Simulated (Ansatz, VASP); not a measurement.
**Na in VASP and in Ansatz**

```
Na
1.0
     3.75789    0.00000    0.00000
    -1.87894    3.25442    0.00000
     0.00000    0.00000    6.05970
Na
2
Direct
  0.33333 0.66667 0.25000
  0.66667 0.33333 0.75000
```

Alike in both runs: functional PBE; k mesh 10 × 10 × 6; occupations fermi-dirac, width 0.05 eV; no spin polarisation.

Ansatz relaxed the structure, and its values are those at the end. VASP's run is a single point on that final structure, the one shown.

|  | VASP | Ansatz |
| --- | --- | --- |
| version | VASP 6.6.1 | Ansatz 0.2.0 |
| potentials or method | VASP PAW PBE potentials, release 64 (Na_pv), cutoff 520 eV | all-electron LAPW, scalar-relativistic |

```tsv
	VASP	Ansatz	Ansatz less VASP
pressure (GPa)	0.0	0.0	+0.01
```

Ansatz ran all-electron here, so the differences hold the error of VASP's frozen core and of both bases.
